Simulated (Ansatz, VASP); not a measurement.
**Ru: VASP beside Ansatz**

The input INCAR:

```
  ALGO = Normal
  EDIFF = 1E-6
  EDIFFG = -0.05
  ENCUT = 600
  GGA = PS
  IBRION = 2
  ISIF = 3
  ISMEAR = 0
  LASPH = True
  LCHARG = False
  LREAL = False
  LWAVE = False
  NELM = 80
  NSW = 80
  PREC = Accurate
  SIGMA = 0.1
```

File KPOINTS:

```
k-points
0
Gamma
  10 10 10
```

POSCAR

```
Ru
1.0
   -1.4914141638      1.4914141638      1.4914141638
    1.4914141638     -1.4914141638      1.4914141638
    1.4914141638      1.4914141638     -1.4914141638
Ru
1
Direct
    0.0000000000      0.0000000000      0.0000000000
```

Input for Ansatz:

```yaml
crystal:
  lattice:
    - [-1.4914141638, 1.4914141638, 1.4914141638]
    - [1.4914141638, -1.4914141638, 1.4914141638]
    - [1.4914141638, 1.4914141638, -1.4914141638]
  atoms:
    - { symbol: Ru, position: [0.0, 0.0, 0.0] }
basis:
  ecutwfc: 420
kpoints:
  mp_grid: { grid: [10, 10, 10] }
hamiltonian:
  xc: pbesol
scf:
  occupations: { method: gaussian, width: 0.1 }
output:
  forces: true
  stress: true
  eigenvalues: true
relax:
  adjacent_minimum: "off"
  f_tol: 0.05
  max_steps: 60
  cell: { stress_tol: 0.5 }
```

Alike in both runs: task relaxation of cell and atoms; functional PBEsol; k mesh 10 × 10 × 10; occupations gaussian, width 0.1 eV; no spin polarisation.

```csv
,VASP,Ansatz
version,VASP 6.6.1,Ansatz 0.2.0
potentials or method,"VASP PAW PBE potentials, release 64 (Ru_pv)","scalar-relativistic, plane waves, PAW"
plane-wave cutoff (eV),600,420
valence electrons in the cell,14,16
```

Ansatz gave:

- gap on the k mesh at the Fermi level, each at its own relaxed structure (eV): none
- relaxed volume (Å³/atom): 13.75
- relaxed cell length with the largest relative difference (Å): 2.614
- energy change over the relaxation (meV/atom): -17

Q: What did VASP give for the same quantities?

A: gap on the k mesh at the Fermi level, each at its own relaxed structure (eV): none; relaxed volume (Å³/atom): 13.76; relaxed cell length with the largest relative difference (Å): 2.615; energy change over the relaxation (meV/atom): -17.

A gap of «none» marks a metal or a gap that the smearing closes. The two sets of potentials don't hold the same shells in valence.

Caveats: the PAW data sets were made with another functional, which shifts forces and pressure a little (VASP).
